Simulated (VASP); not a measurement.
# Hf (Fm-3m) in VASP: notebook

Aim: see how the results for Hf move with the level of theory and the settings. Levels: PBE+ULG, SCAN+U. Tasks: atomic charges, relaxation of cell and atoms.

Program: VASP 6.6.1. These are calculated values, not measurements. Logs are shortened: lines on timing, memory, paths and dates and some standing lists are left out, and cuts for length are marked.

**1. The undisturbed crystal**

Symmetry: Fm-3m, No. 225, cubic system. Conventional cell: a = 4.440 Å, b = 4.440 Å, c = 4.440 Å, α = 90.00°, β = 90.00°, γ = 90.00°. Around Hf (site symmetry m-3m) lie 12 Hf at 3.14 Å.

This isn't the form of Hf at room conditions, which is hcp.

**2. Atomic charges, PBE+ULG, spin-orbit coupling, no magnetisation (cell strained at random at fixed volume)**

Input file INCAR:

```
SYSTEM = Hf
PREC = Accurate
ENCUT = 500
EDIFF = 1E-6
ISMEAR = 0
SIGMA = 0.05
LREAL = .False.
LASPH = .True.
NELM = 60
ALGO = Normal
ISIF = 2
LWAVE = .False.
LCHARG = .True.
MAGMOM = 0 0 0
LORBIT = 10
LSORBIT = .True.
GGA_COMPAT = .False.
LMAXMIX = 4
GGA = PE
IVDW = 3
LVHAR = .True.
```

Input file KPOINTS:

```
regular mesh
0
Gamma
  7 7 7
  0 0 0
```

Input file POSCAR:

```
Hf
3.1561
    0.000512658027      0.704643705839      0.709553879788
    0.694793574348      0.005051804442      0.705014733373
    0.702216026108      0.707527011185     -0.002370964165
Hf
1
Direct
    0.0612640000     -0.0642100000     -0.0342980000
```

Potentials or basis: VASP PAW PBE potentials, release 54 (Hf).

Command:

```console
$ cat potpaw_PBE.54/Hf/POTCAR > POTCAR
$ mpirun -np 1 vasp_ncl > vasp.out
```

OUTCAR:

```text
SYSTEM = Hf
   PREC = Accurate
   ENCUT = 500
   EDIFF = 1E-6
   ISMEAR = 0
   LREAL = .False.
   LASPH = .True.
   NELM = 60
   ISIF = 2
   LORBIT = 10
   LSORBIT = .True.
   GGA = PE
   IVDW = 3
  IVDW =   3

 ion  position               nearest neighbor table
   1  0.061  0.936  0.966-

  Warning from LATTYP: Got some problem with cell dimensions!
  Tried to take original basis but could not verify dimensions!
  LATTYP: Found a triclinic cell.
 ALAT       =     3.1461543557
 B/A-ratio  =     1.4009513232
 C/A-ratio  =     1.0031560521
 COS(alpha) =     0.0010055318
 COS(beta)  =     0.4988065416
 COS(gamma) =     0.7084605213

  Lattice vectors:

 A1 = (  -2.2162640000,  -2.2330260000,   0.0074830000)
 A2 = (  -4.4074840000,  -0.0250440000,   0.0218090000)
 A3 = (  -0.0016180000,  -2.2239260000,  -2.2394230000)

Analysis of symmetry for initial positions (statically):
=====================================================================
 Subroutine PRICEL returns:
 Original cell was already a primitive cell.

 Routine SETGRP: Setting up the symmetry group for a
 triclinic supercell.

 Subroutine GETGRP returns: Found  2 space group operations
 (whereof  1 operations were pure point group operations)
 out of a pool of  2 trial point group operations.

The static configuration has the point symmetry C_1 .
 The point group associated with its full space group is S_2 .

Analysis of symmetry for dynamics (positions and initial velocities):
=====================================================================
 Subroutine PRICEL returns:
 Original cell was already a primitive cell.

 Routine SETGRP: Setting up the symmetry group for a
 triclinic supercell.

 Subroutine GETGRP returns: Found  2 space group operations
 (whereof  1 operations were pure point group operations)
 out of a pool of  2 trial point group operations.

The dynamic configuration has the point symmetry C_1 .
 The point group associated with its full space group is S_2 .

Analysis of structural, dynamic, and magnetic symmetry:
=====================================================================
 Subroutine PRICEL returns:
 Original cell was already a primitive cell.

 Routine SETGRP: Setting up the symmetry group for a
 triclinic supercell.

 Subroutine GETGRP returns: Found  2 space group operations
 (whereof  1 operations were pure point group operations)
 out of a pool of  2 trial point group operations.

The overall configuration has the point symmetry C_1 .
 The point group associated with its full space group is S_2 .

 Subroutine INISYM returns: Found  2 space group operations
 (whereof  1 operations are pure point group operations),
 and found     1 'primitive' translations

----------------------------------------------------------------------------------------

                                     Primitive cell

  volume of cell :      21.8821

  direct lattice vectors                    reciprocal lattice vectors
     0.001618000  2.223926000  2.239423000    -0.227072331  0.226112306  0.222160069
     2.192838000  0.015944000  2.225097000     0.229289334 -0.226813943  0.225078708
     2.216264000  2.233026000 -0.007483000     0.224509823  0.224251436 -0.222861806

  length of vectors
     3.156083783  3.124075762  3.146154356     0.389927833  0.393291988  0.387763784

  position of ions in fractional coordinates (direct lattice)
     0.061264000  0.935790000  0.965702000

  ion indices of the primitive-cell ions
   primitive index   ion index
                 1           1

----------------------------------------------------------------------------------------

 KPOINTS: regular mesh

Automatic generation of k-mesh.
 Grid dimensions read from file:
 generate k-points for:    7    7    7

 Generating k-lattice:

  Cartesian coordinates                     Fractional coordinates (reciprocal lattice)
    -0.032438904  0.032301758  0.031737153     0.142857143  0.000000000  0.000000000
     0.032755619 -0.032401992  0.032154101     0.000000000  0.142857143  0.000000000
     0.032072832  0.032035919 -0.031837401     0.000000000  0.000000000  0.142857143

  Length of vectors
     0.055703976  0.056184570  0.055394826

  Shift w.r.t. Gamma in fractional coordinates (k-lattice)
     0.000000000  0.000000000  0.000000000

 Subroutine IBZKPT returns following result:
 ===========================================

 Found    172 irreducible k-points:

 Following reciprocal coordinates:
            Coordinates               Weight
  0.000000  0.000000  0.000000      1.000000
  0.142857 -0.000000 -0.000000      2.000000
  0.285714  0.000000 -0.000000      2.000000
  0.428571 -0.000000 -0.000000      2.000000
 -0.000000  0.142857 -0.000000      2.000000
  0.142857  0.142857 -0.000000      2.000000
[... 42 lines left out ...]
  0.285714  0.428571  0.142857      2.000000
  0.428571  0.428571  0.142857      2.000000
 [... further k-points ...]
   k-points           NKPTS =    172   k-points in BZ     NKDIM =    172   number of bands    NBANDS=     12
   number of dos      NEDOS =    301   number of ions     NIONS =      1
   total plane-waves  NPLWV =  13824
   dimension x,y,z NGX =    24 NGY =   24 NGZ =   24
   dimension x,y,z NGXF=    48 NGYF=   48 NGZF=   48
   ions per type =               1
   NGX,Y,Z   is equivalent  to a cutoff of  12.64, 12.77, 12.68 a.u.
   NGXF,Y,Z  is equivalent  to a cutoff of  25.28, 25.54, 25.36 a.u.
 SYSTEM =  Hf
   PREC   = accura    normal or accurate (medium, high low for compatibility)
   ISTART =      0    job   : 0-new  1-cont  2-samecut
   ICHARG =      2    charge: 1-file 2-atom 10-const
   ISPIN  =      1    spin polarized calculation?
   LNONCOLLINEAR =      T non collinear calculations
   LSORBIT =      T    spin-orbit coupling
   LASPH  =      T    aspherical Exc in radial PAW
   ENCUT  =  500.0 eV  36.75 Ry    6.06 a.u.   5.75  5.70  5.74*2*pi/ulx,y,z
   NELM   =     60;   NELMIN=  2; NELMDL= -5     # of ELM steps
   EDIFF  = 0.1E-05   stopping-criterion for ELM
   LREAL  =      F    real-space projection
   EDIFFG = 0.1E-04   stopping-criterion for IOM
   NSW    =      0    number of steps for IOM
   IBRION =     -1    ionic relax: 0-MD 1-quasi-New 2-CG
   NFREE  =      0    steps in history (QN), initial steepest desc. (CG)
   ISIF   =      2    stress and relaxation
   ISYM   =      2    0-nonsym 1-usesym 2-fastsym
   POTIM  = 0.5000    time-step for ionic-motion
   TEBEG  =    0.0;   TEEND  =   0.0 temperature during run
   PSTRESS=    0.0 pullay stress
   NELECT =       4.0000    total number of electrons
   NUPDOWN=      -1.0000    fix difference up-down
   EMIN   =  10.00;   EMAX   =-10.00  energy-range for DOS
   EFERMI =   0.00;   METHOD = LEGACY
   ISMEAR =     0;   SIGMA  =   0.05  broadening in eV -4-tet -1-fermi 0-gaus
   EFERMI_NEDOS =   21; number of points for ismear=-14 and -15
   IALGO  =     38    algorithm
   IMIX   =      4    mixing-type and parameters
     AMIX     =   0.40;   BMIX     =  1.00
     AMIX_MAG =   1.60;   BMIX_MAG =  1.00
  volume/ion in A,a.u.               =      21.88       147.67
  Fermi-wavevector in a.u.,A,eV,Ry     =   0.929106  1.755755 11.745061  0.863238
  Thomas-Fermi vector in A             =   2.055353
   LORBIT       =     10    0 simple, 1 ext, 2 COOP (PROOUT), +10 PAW based schemes
   GGA     = PE    functional components
   LHFCALC =     F    Hartree Fock is set to
   AEXX    =    0.0000 exact exchange contribution
   IVDW    =     3    specifies the selected vdW correction
   LEPSILON=     F    determine dielectric tensor
   LRPA    =     F    only Hartree local field effects (RPA)
 Gauss-broadening in eV      SIGMA  =   0.05
  energy-cutoff  :      500.00
  volume of cell :       21.88
 maximum number of plane-waves:      1126
   NGX = 11   NGY = 11   NGZ = 11

 number of electron       4.0000000 magnetization       0.0000000      0.0000000      0.0000000

 number of electron       4.0000000 magnetization      -0.0000037      0.0000317      0.0000051

 Free energy of the ion-electron system (eV)
  ---------------------------------------------------
  ext. energy  EPLUGINS =         0.00000000
  ---------------------------------------------------
  free energy    TOTEN  =        -9.95704931 eV

  energy without entropy =       -9.95285625  energy(sigma->0) =       -9.95495278

 E-fermi :   5.1918     XC(G=0): -11.1073

 val. band max:        5.1907529071   @ k =  -0.1429  -0.2857   0.2857
 cond. band min:       5.1947926281   @ k =  -0.1429   0.4286   0.1429
 fundamental gap:      0.0040397210
 Fermi energy:         5.1917982927

 k-point     1 :       0.0000    0.0000    0.0000
  band No.  band energies     occupation
      1      -2.0397      1.00000
      2      -2.0397      1.00000
      3       6.4307      0.00000
      4       6.4307      0.00000
      5       6.5455      0.00000
      6       6.5455      0.00000
      7       6.8936      0.00000
      8       6.8937      0.00000
      9       9.4278      0.00000
     10       9.4278      0.00000
     11       9.6435      0.00000
     12       9.6435      0.00000

 k-point     2 :       0.1429   -0.0000   -0.0000
  band No.  band energies     occupation
      1      -1.3503      1.00000
      2      -1.3502      1.00000
      3       5.9614      0.00000
      4       5.9614      0.00000
      5       6.7367      0.00000
      6       6.7367      0.00000
      7       7.1101      0.00000
      8       7.1102      0.00000
      9       9.1620      0.00000
     10       9.1620      0.00000
     11       9.3658      0.00000
     12       9.3658      0.00000
[... 556 lines left out ...]
 k-point    40 :      -0.0000    0.2857    0.1429
  band No.  band energies     occupation
      1       0.2980      1.00000
      2       0.2980      1.00000
      3       4.8954      1.00000
      4       4.8955      1.00000
      5       6.6805      0.00000
      6       6.6806      0.00000
      7       7.5735      0.00000
      8       7.5736      0.00000
      9       8.6637      0.00000
     10       8.6637      0.00000
     11      10.3543      0.00000
     12      10.3543      0.00000

 [... further k-points ...]

------------------------ aborting loop because EDIFF is reached ----------------------------------------

 total charge

# of ion       s       p       d       tot
------------------------------------------
    1        0.613   0.503   2.017   3.133

 magnetization (x)

# of ion       s       p       d       tot
------------------------------------------
    1       -0.000  -0.000  -0.000  -0.000

 magnetization (y)

# of ion       s       p       d       tot
------------------------------------------
    1        0.000   0.000   0.000   0.000

 magnetization (z)

# of ion       s       p       d       tot
------------------------------------------
    1        0.000   0.000   0.000   0.000

  ULGs method for vdW energy calculation

  Number of pair interactions contributing to vdW energy:   23950

  Edisp (eV):   -0.02069

  FORCE on cell =-STRESS in cart. coord.  units (eV):
  Direction    XX          YY          ZZ          XY          YZ          ZX
  --------------------------------------------------------------------------------------
  -------------------------------------------------------------------------------------
  Total       0.23546     0.22867     0.27828    -0.10212    -0.03047     0.09376
  in kB      17.24013    16.74320    20.37503    -7.47716    -2.23108     6.86522
  external pressure =       18.12 kB  Pullay stress =        0.00 kB

 VOLUME and BASIS-vectors are now :
 -----------------------------------------------------------------------------
  energy-cutoff  :      500.00
  volume of cell :       21.88
      direct lattice vectors                 reciprocal lattice vectors
     0.001618000  2.223926000  2.239423000    -0.227072331  0.226112306  0.222160069
     2.192838000  0.015944000  2.225097000     0.229289334 -0.226813943  0.225078708
     2.216264000  2.233026000 -0.007483000     0.224509823  0.224251436 -0.222861806

 POSITION                                       TOTAL-FORCE (eV/Angst)
 -----------------------------------------------------------------------------------
      4.19239      2.30760      2.21219         0.000000      0.000000      0.000000
 -----------------------------------------------------------------------------------
    total drift:                                0.000000      0.000000     -0.000000

  FREE ENERGIE OF THE ION-ELECTRON SYSTEM (eV)
  ---------------------------------------------------
  free  energy   TOTEN  =        -9.9777364970 eV

  energy  without entropy=       -9.9735434394  energy(sigma->0) =       -9.97563997

 Spin-Orbit-Coupling matrix elements

 Ion:    1  E_soc:     -0.1806330
 l=   1
     0.0000000    -0.0225406    -0.0221571
    -0.0225406     0.0000000    -0.0223367
    -0.0221571    -0.0223367     0.0000000
 l=   2
     0.0000000    -0.0016301     0.0000000    -0.0016464    -0.0061824
    -0.0016301     0.0000000    -0.0045921    -0.0015634    -0.0015169
     0.0000000    -0.0045921     0.0000000    -0.0046284     0.0000000
    -0.0016464    -0.0015634    -0.0046284     0.0000000    -0.0015223
    -0.0061824    -0.0015169     0.0000000    -0.0015223     0.0000000
 l=   3
     0.0000000     0.0000000     0.0000000     0.0000000     0.0000000     0.0000000     0.0000000
     0.0000000     0.0000000     0.0000000     0.0000000     0.0000000     0.0000000     0.0000000
     0.0000000     0.0000000     0.0000000     0.0000000     0.0000000     0.0000000     0.0000000
     0.0000000     0.0000000     0.0000000     0.0000000     0.0000000     0.0000000     0.0000000
     0.0000000     0.0000000     0.0000000     0.0000000     0.0000000     0.0000000     0.0000000
     0.0000000     0.0000000     0.0000000     0.0000000     0.0000000     0.0000000     0.0000000
     0.0000000     0.0000000     0.0000000     0.0000000     0.0000000     0.0000000     0.0000000

 total charge

# of ion       s       p       d       tot
------------------------------------------
    1        0.613   0.503   2.017   3.133

 magnetization (x)

# of ion       s       p       d       tot
------------------------------------------
    1       -0.000  -0.000  -0.000  -0.000

 magnetization (y)

# of ion       s       p       d       tot
------------------------------------------
    1        0.000   0.000   0.000   0.000

 magnetization (z)

# of ion       s       p       d       tot
------------------------------------------
    1        0.000   0.000   0.000   0.000
```

Run time: 54 s. Hardware: 1 thread of AMD EPYC 9R45 (Zen 5), shared host; peak memory 0.21 GiB.

Results:

| Property | Result |
| --- | --- |
| Free energy | -9.9777 eV |
| Pressure | 1.8 GPa |
| Valence electrons inside the program's atomic spheres | Hf 3.13 |
| Dispersion energy per atom | -0.021 eV |

Stress tensor (GPa, compression positive):
```
 1.72 -0.75  0.69
-0.75  1.67 -0.22
 0.69 -0.22  2.04
```

**3. Relaxation of cell and atoms, SCAN+U (volume scaled by 0.8)**

Input file INCAR:

```
PREC = Accurate
ENCUT = 630
EDIFF = 1E-6
ISMEAR = -1
SIGMA = 0.02
LREAL = F
LASPH = T
NELM = 100
ALGO = Normal
ISIF = 3
LWAVE = F
LCHARG = F
LMAXMIX = 4
LDAU = T
LDAUTYPE = 2
LDAUL = 2
LDAUU = 2
LDAUJ = 0
LDAUPRINT = 1
METAGGA = SCAN
LMIXTAU = T
IBRION = 2
NSW = 40
EDIFFG = -0.01
```

Input file KPOINTS:

```
regular mesh
0
Gamma
  10 10 10
```

Input file POSCAR:

```
Hf
1.0
    0.0000000000      2.0608654421      2.0608654421
    2.0608654421      0.0000000000      2.0608654421
    2.0608654421      2.0608654421      0.0000000000
Hf
1
Direct
    0.0000000000      0.0000000000      0.0000000000
```

Potentials or basis: VASP PAW PBE potentials, release 64 (Hf_sv_GW).

Command:

```console
$ cat potpaw_PBE.64/Hf_sv_GW/POTCAR > POTCAR
$ mpirun -np 1 vasp_std > vasp.out
```

Wall time 5.3 min (1 thread of AMD EPYC 9R45 (Zen 5), shared host); peak memory 0.13 GiB.

It converged, with:

- Free energy: -64.7556 eV
- Relaxed volume: 22.76 Å³/atom
- Relaxed cell: a = 3.181 Å, b = 3.181 Å, c = 3.181 Å, α = 60.00°, β = 60.00°, γ = 60.00°
- Space group after relaxing (to 0.05 Å): Fm-3m (No. 225)
- Energy gained by relaxing: 555.9 meV/atom
- Ionic steps: 21
- Pressure after relaxing: -0.1 GPa
- Band gap on the k mesh: none (metal or under the smearing width)

The path:
```tsv
step	energy change (eV)	largest force (eV/Å)	pressure (GPa)	volume (Å³)
1	0.0000	0.0000	41.68	17.51
2	0.1844	0.0000	-20.72	31.76
3	-0.5543	0.0000	-1.41	23.09
4	-0.5558	0.0000	-0.33	22.83
5	-0.5559	0.0000	0.14	22.71
6	-0.5559	0.0000	0.15	22.71
7	-0.5559	0.0000	0.16	22.71
8	-0.5559	0.0000	0.14	22.71
9	-0.5559	0.0000	0.14	22.71
10	-0.5559	0.0000	0.14	22.71
11	-0.5559	0.0000	0.14	22.71
12	-0.5559	0.0000	0.14	22.71
13	-0.5559	0.0000	0.14	22.71
14	-0.5559	0.0000	0.14	22.71
15	-0.5559	0.0000	0.15	22.71
16	-0.5559	0.0000	0.16	22.71
17	-0.5559	0.0000	0.17	22.72
18	-0.5559	0.0000	0.16	22.72
19	-0.5559	0.0000	0.09	22.72
20	-0.5559	0.0000	0.15	22.73
21	-0.5559	0.0000	-0.05	22.76
```

Final structure:
```cif
data_structure
_symmetry_space_group_name_H-M 'P 1'
_symmetry_Int_Tables_number 1
_cell_length_a 3.1809
_cell_length_b 3.1809
_cell_length_c 3.1809
_cell_angle_alpha 60.000
_cell_angle_beta 60.000
_cell_angle_gamma 60.000
_cell_volume 22.76
loop_
_atom_site_label
_atom_site_type_symbol
_atom_site_fract_x
_atom_site_fract_y
_atom_site_fract_z
_atom_site_occupancy
Hf1 Hf 0.00000 0.00000 0.00000 1
```

Levels at points of the mesh, in eV from the Fermi level:
| k point | band 2 | band 3 | band 4 | band 5 | band 6 | band 7 | band 8 | band 9 | band 10 |
| --- | --- | --- | --- | --- | --- | --- | --- | --- | --- |
| (0.00, 0.00, 0.00) | -31.00 | -31.00 | -31.00 | -7.76 | 1.57 | 1.57 | 1.57 | 4.58 | 4.58 |
| (0.50, 0.00, 0.00) | -31.82 | -31.11 | -31.11 | -3.85 | 0.37 | 1.43 | 1.43 | 6.66 | 6.66 |
| (0.50, 0.50, 0.00) | -31.77 | -31.30 | -31.30 | -3.23 | -2.06 | 2.34 | 6.76 | 7.24 | 7.24 |

Eigenvalues of the final occupation matrices:
| site | spin | trace | eigenvalues |
| --- | --- | --- | --- |
| site 1 d | 1 | 0.63 | 0.09 0.09 0.15 0.15 0.15 |
| site 1 d | 2 | 0.63 | 0.09 0.09 0.15 0.15 0.15 |

Caveat: the PAW data sets were made with another functional, which shifts forces and pressure a little; U without spin polarisation on a metal has little footing; the U is typed as a test and isn't derived for this compound. Zero-point motion and thermal expansion aren't in these numbers.
